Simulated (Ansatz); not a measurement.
`Fc1ccccc1` + CH₃OH → `OCc1ccccc1` + H–F at 400 K and 1 bar (formal exchange of groups at a C–F bond).

Program: Ansatz. Geometries: PBE0-D4/def2-TZVP. ΔE: electronic, gas phase. CCSD(T)/CBS is the MP2 limit (def2-TZVPP, def2-QZVPP) plus CCSD(T) − MP2 in def2-TZVPP, frozen cores. This one scheme is used for every species. Each species was taken in one conformer, which may not be the lowest.

```csv
species,CCSD(T)/CBS energy (Eh),H − E (kJ/mol),S (J/(mol·K))
`Fc1ccccc1`,-331.10865,270.2,332.9
CH₃OH,-115.61712,151.2,252.6
`OCc1ccccc1`,-346.35125,386.3,390.9
H–F,-100.39570,36.5,182.2
```

H − E and S are ideal-gas, rigid-rotor, harmonic terms from PBE0-D4/def2-TZVP, for one conformer and one mirror image of each species. 1 Eh = 2625.50 kJ/mol, R = 8.31446 J/(mol·K).

Task: By hand: ΔE, ΔH, ΔS and ΔG.

Result: ΔE = (-346.35125) + (-100.39570) − (-331.10865) − (-115.61712) = -0.02118 Eh = -55.6 kJ/mol. Δ(H − E) = 386.3 + 36.5 − 270.2 − 151.2 = 1.4, so ΔH = -54.2 kJ/mol. ΔS = 390.9 + 182.2 − 332.9 − 252.6 = -12.4 J/(mol·K). ΔG = -54.2 − 400 × (-12.4)/1000 = -49.2 kJ/mol.

Task: By hand: the equilibrium constant, and the temperature at which ΔG would vanish if ΔH and ΔS stayed fixed.

Result: log₁₀ K = −ΔG/(RT ln 10) = 6.4. ΔG = 0 at ΔH/ΔS = 4371 K, far beyond where these terms or the molecules hold.

The number of gas molecules stays the same, so ΔS is small and ΔH decides. A doubt of 5 kJ/mol in ΔE shifts log₁₀ K by 0.7 here. Other conformers and mirror images would add mixing entropy, several J/(mol·K) or more a flexible species. Modes under 60 cm⁻¹, often nearly free rotors, make the harmonic entropy too high. These are equilibria of isolated gas molecules and say nothing of rates. Largest T1 diagnostic: 0.011 (customary marks: 0.02 for closed shells, 0.045 for open ones).
